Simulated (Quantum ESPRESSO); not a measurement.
A run of Quantum ESPRESSO 7.5 is set up as follows.

Contents of pw.in:

```
&CONTROL
  calculation = 'vc-relax'
  prefix = 'pwscf'
  outdir = './tmp'
  pseudo_dir = './pseudo'
  tprnfor = .true.
  tstress = .true.
  disk_io = 'low'
  nstep = 40
  forc_conv_thr = 0.0004
  etot_conv_thr = 1d-05
/
&SYSTEM
  ibrav = 0
  nat = 1
  ntyp = 1
  ecutwfc = 52
  ecutrho = 414
  nbnd = 6
  occupations = 'smearing'
  smearing = 'fd'
  degauss = 0.00367493
/
&ELECTRONS
  conv_thr = 2d-10
  electron_maxstep = 120
  mixing_beta = 0.5
/
&IONS
  ion_dynamics = 'bfgs'
/
&CELL
  cell_dynamics = 'bfgs'
  press = 300
  press_conv_thr = 0.3
/
ATOMIC_SPECIES
Al    26.9815 al_pbesol_v1.uspp.F.UPF
CELL_PARAMETERS angstrom
   0.0000000000    2.0248050000    2.0248050000
   2.0248050000    0.0000000000    2.0248050000
   2.0248050000    2.0248050000    0.0000000000
ATOMIC_POSITIONS crystal
Al     0.0000000000    0.0000000000    0.0000000000
K_POINTS automatic
11 11 11 0 0 0
```

Potentials or basis: GBRV 1.5 PBEsol.

Run with:

```bash
$ OMP_NUM_THREADS=1 mpirun -n 2 pw.x -nk 2 -in pw.in > pw.out
```

Task: Estimate the space group after relaxing (to 0.05 Å).

Result: Fm-3m (No. 225).

Task: Estimate the relaxed volume.

Result: 12.94 Å³/atom.

The path:
```tsv
step	energy change (eV)	largest force (eV/Å)	pressure (GPa)	volume (Å³)
1	0.0000	0.0000	-2.00	16.60
2	0.0920	0.0000	15.97	14.04
3	0.3308	0.0000	36.70	12.53
4	0.2384	0.0000	29.32	12.98
5	0.2463	0.0000	29.97	12.94
```

Caveat: the volume moved by over 15 % at a fixed basis, so the end points are rough.
